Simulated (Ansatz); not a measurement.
The system is Y.

```
Y
1.0
     3.64740    0.00000    0.00000
    -1.82370    3.15874    0.00000
     0.00000    0.00000    5.73060
Y
2
Direct
  0.66667 0.33333 0.75000
  0.33333 0.66667 0.25000
```

Base run:

```yaml
Program: Ansatz 0.2.0
Functional: LDA
Potentials_or_basis: Ansatz PAW
Cutoff: 420 eV
Density_cutoff: 1680 eV
k_mesh: 8 × 8 × 5
Occupations: fermi-dirac, width 0.05 eV
Spin: no spin polarisation
```

Its results: band gap on the k mesh none (metal or under the smearing width); pressure -3.8 GPa.

Task: The run is repeated on the same cell with these changes: functional from LDA to PBEsol. What comes out?

Result: Band gap on the k mesh none (metal or under the smearing width); pressure -2.0 GPa.

PBEsol binds less tightly than LDA, so the same cell stands under more pressure.

Caveats: the PAW data sets come from PBE, with cores solved anew for the run's functional, which leaves a small shift of forces and pressure.

Not every run made on this cell is shown here.
